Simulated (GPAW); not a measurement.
The system is Bi.

```
Bi
1.0
    -1.98143    1.98143    1.98143
     1.98143   -1.98143    1.98143
     1.98143    1.98143   -1.98143
Bi
1
Direct
  0.00000 0.00000 0.00000
```

This isn't the form of Bi at room conditions, which is rhombohedral.

| Property | Result |
| --- | --- |
| Program | GPAW 26.7.0 |
| Task | relaxation of cell and atoms |
| Functional | PBEsol |
| Potentials or basis | PAW data sets generated in the run's folder for this functional |
| Cutoff | 600 eV |
| Basis | pw |
| k mesh | 9 × 9 × 9 |
| Occupations | fermi-dirac, width 0.05 eV |
| Spin | no spin polarisation |

At the start: pressure -2.1 GPa; volume 31.12 Å³/atom.

Task: Where does the relaxation end?

Result: Over 3 steps the energy falls by 7.2 meV/atom and the volume is 29.95 Å³/atom (-3.8 %); space group Im-3m (No. 229, to 0.05 Å).

The path:
```tsv
step	energy change (eV)	largest force (eV/Å)	pressure (GPa)	volume (Å³)
1	0.0000	0.0000	-2.08	31.12
2	-0.0053	0.0000	-1.16	30.58
3	-0.0072	0.0000	0.04	29.95
```

Final structure:
```
CELL_PARAMETERS angstrom
-1.95634 1.95634 1.95634
1.95634 -1.95634 1.95634
1.95634 1.95634 -1.95634
ATOMIC_POSITIONS crystal
Bi 0.00000 0.00000 0.00000
```

Caveat: later steps reuse the first step's grids.
